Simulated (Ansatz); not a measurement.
PtSe:

```
Pt Se
1.0
     0.00000    3.03745    3.03745
     3.03745    0.00000    3.03745
     3.03745    3.03745    0.00000
Pt Se
1 1
Cartesian
  0.0000 0.0000 0.0000
  1.5187 1.5187 1.5187
```

The cell comes from a database or a generator and needn't be the stable form of this composition.

Base run:

* Program: Ansatz 0.2.0
* Functional: PBE
* Potentials or basis: Ansatz PAW
* Cutoff: 420 eV (not typed: the program's choice for these potentials)
* k mesh: 5 × 5 × 5
* Occupations: gaussian, width 0.05 eV
* Spin: collinear spin, ferromagnetic start
* Starting moments: [0.5, 0.0] μB
* Hubbard terms: Pt d U = 4 eV

Its results: band gap on the k mesh none (metal or under the smearing width); pressure -10.5 GPa; net moment 0.10 μB per cell.

The run is repeated on the same cell with these changes: hubbard terms from Pt d U = 4 eV to Pt d U = 2 eV. What comes out?

Band gap on the k mesh none (metal or under the smearing width); pressure -10.7 GPa; net moment 0.00 μB per cell.

Caveats: the magnetic or orbital state may not be the lowest; the starting moments weren't kept (some runs).
